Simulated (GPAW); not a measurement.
Runs of GPAW 26.7.0 on C. It takes space group P6_3/mmc (No. 194, hexagonal). Conventional cell: a = 2.522 Å, b = 2.522 Å, c = 8.237 Å, α = 90.00°, β = 90.00°, γ = 120.00°. Around C (site symmetry 3m) lie 4 C at 1.54 Å. C (site symmetry 3m) has 4 C at 1.54 Å as nearest neighbours. This is a hexagonal form of diamond, not graphite.

| task | level | potentials or basis | cell | data set | optimizer | fmax | max steps | band path | gap on the mesh (eV) | pressure (GPa) | relaxed volume (Å³/atom) | largest force (eV/Å) |
| --- | --- | --- | --- | --- | --- | --- | --- | --- | --- | --- | --- | --- |
| relaxation of cell and atoms | revPBE+D3(BJ) | the program's PAW data sets (release 1.2.1) made for this functional, pw | relaxed | - | LBFGS | 0.05 eV/Å | 60 | - | 4.57 | 0.2 | 5.61 | 0.01 |
| band structure | LDA | PAW data sets generated in the run's folder for this functional, pw | as given | - | - | - | - | GMKGALHA,LM,KH | 4.38 | -12.9 | - | 0.33 |
| relaxation of cell and atoms | RPBE+D4 | the program's PAW data sets (release 1.2.1) made for this functional, pw | relaxed | - | BFGS | 0.01 eV/Å | 60 | - | 4.58 | 0.2 | 5.59 | 0.01 |
| band structure | TASK | GPAW PAW data sets (gpaw-data 1.2.1), pw | as given | - | - | - | - | GMKGALHA,LM,KH | (a) | (b) | - | 0.40 |
| band structure | PBEint | PAW data sets generated in the run's folder for this functional, pw | as given | - | - | - | - | GMKGALHA,LM,KH | 4.24 | -1.8 | - | 0.33 |
| relaxation of cell and atoms | r2SCAN+D3(BJ) | GPAW PAW data sets (gpaw-data 1.2.1), pw | relaxed | - | LBFGS | 0.02 eV/Å | 100 | - | 4.82 | 0.2 | 5.60 | 0.01 |

Alike in all rows: no spin polarisation; k mesh 7 × 7 × 2; cutoff (eV) 800; smearing fermi-dirac 0.05 eV; the mesh is coarse, so values aren't converged.

Fill in the values left out.

(a) 4.67; (b) 13.9.

Caveats: later steps reuse the first step's grids (some runs); an odd mesh through Γ misses points on the zone boundary, where band edges often lie (some runs); the PAW data sets were made with another functional, which shifts forces and pressure a little (some runs).

Runs at the PBE level aren't shown here.
